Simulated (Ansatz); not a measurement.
**Relaxing InAs**

Method: DFT r2SCAN, scalar-relativistic, plane waves, PAW (Ansatz). Cutoff 500 eV, Γ-centred k mesh, Gaussian smearing, no spin polarisation in the final step.

The start puts InAs on the NaTl (B32) structure type (Fd-3m, No. 227), with In in place of Na, As in place of Tl, at a guessed volume.

```
CELL_PARAMETERS angstrom
0.00000 3.89519 3.89519
3.89519 0.00000 3.89519
3.89519 3.89519 0.00000
ATOMIC_POSITIONS crystal
In 0.50000 0.50000 0.50000
In 0.75000 0.75000 0.75000
As 0.00000 0.00000 0.00000
As 0.25000 0.25000 0.25000
```

Cell and atoms relax at zero pressure; the relaxation can't lower the symmetry of the start. After a coarse first stage the cell is made exact in the group found at 0.06 Å.

Formation energies are uncorrected and refer to the elements' standard structures at the same level.

Question: Describe the relaxed structure.

Answer: It keeps Fd-3m (No. 227). The result has the NaTl (B32) structure. Conventional cell: a = 7.112 Å. In is coordinated by 4 In at 3.08 Å, 4 As at 3.08 Å and 6 As at 3.56 Å; As has 4 In at 3.08 Å, 4 As at 3.08 Å and 6 In at 3.56 Å.

```
In As
1.0
     0.00000    3.55579    3.55579
     3.55579    0.00000    3.55579
     3.55579    3.55579    0.00000
In As
2 2
Direct
  0.50000 0.50000 0.50000
  0.75000 0.75000 0.75000
  0.00000 0.00000 0.00000
  0.25000 0.25000 0.25000
```

Question: What are its volume, energy, density and gap?

Answer: The volume per atom is 22.48 Å³ and the density is 7.01 g/cm³. The energy over the elements is 0.31 eV/atom and the gap on the 12×12×12 mesh is 0 eV (a metal).

The final run used a 12×12×12 mesh on its 4-atom cell and 0.10 eV smearing. The k mesh leaves about 4 meV/atom of noise in metals. A structure relaxed within its symmetry needn't be a true minimum. The steps took roughly 2.6 core-minutes in all.